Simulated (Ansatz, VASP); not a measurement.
# One calculation of Cu, two programs

The input INCAR:

```
SYSTEM = Cu
PREC = Accurate
ENCUT = 520
EDIFF = 1E-6
ISMEAR = -1
SIGMA = 0.1
LREAL = .FALSE.
LASPH = .TRUE.
NELM = 60
ALGO = Normal
ISIF = 2
LWAVE = .FALSE.
LCHARG = .FALSE.
NBANDS = 18
```

Contents of KPOINTS:

```
Automatic mesh
0
G
  16 16 9
  0 0 0
```

File POSCAR:

```
Cu
1.0
    2.4861033345      0.0000000000      0.0000000000
   -1.2430516672      2.1530286441      0.0000000000
    0.0000000000      0.0000000000      4.0730469846
Cu
2
Direct
    0.3333333333      0.6666666667      0.2500000000
    0.6666666667      0.3333333333      0.7500000000
```

Input for Ansatz:

```yaml
crystal:
  lattice:
    - [2.4861033345, 0.0, 0.0]
    - [-1.2430516672, 2.1530286441, 0.0]
    - [0.0, 0.0, 4.0730469846]
  atoms:
    - { symbol: Cu, position: [0.3333333333, 0.6666666667, 0.25] }
    - { symbol: Cu, position: [0.6666666667, 0.3333333333, 0.75] }
hamiltonian:
  xc: lda
  pseudopotentials:
    kind: paw
    azcp:
      Cu: "pseudopotentials/Cu.paw.azcp"
basis:
  ecutwfc: 420
  fft_grid_basis: typed
kpoints:
  mp_grid: { grid: [16, 16, 9], shift: [0, 0, 0] }
magnetization:
  spin_polarized: false
scf:
  occupations: { method: fermi_dirac, width: 0.1 }
  lower_state_search: "off"
output:
  stress: true
```

Alike in both runs: task single point; functional LDA; k mesh 16 × 16 × 9; occupations fermi-dirac, width 0.1 eV; no spin polarisation.

```csv
,VASP,Ansatz
version,VASP 6.6.1,Ansatz 0.2.0
potentials or method,"VASP PAW LDA potentials, release 64 (Cu)","plane waves (420 eV) with PAW, scalar-relativistic"
plane-wave cutoff (eV),520,420
valence electrons in the cell,22,38
```

|  | VASP | Ansatz | Ansatz less VASP |
| --- | --- | --- | --- |
| pressure (GPa) | 1.1 | 0.0 | -1.13 |
| largest component of the traceless stress (GPa) | 0.23 | 0.17 | -0.054 |

The two sets of potentials don't hold the same shells in valence. Ansatz warned: «pseudo_functional_mismatch».
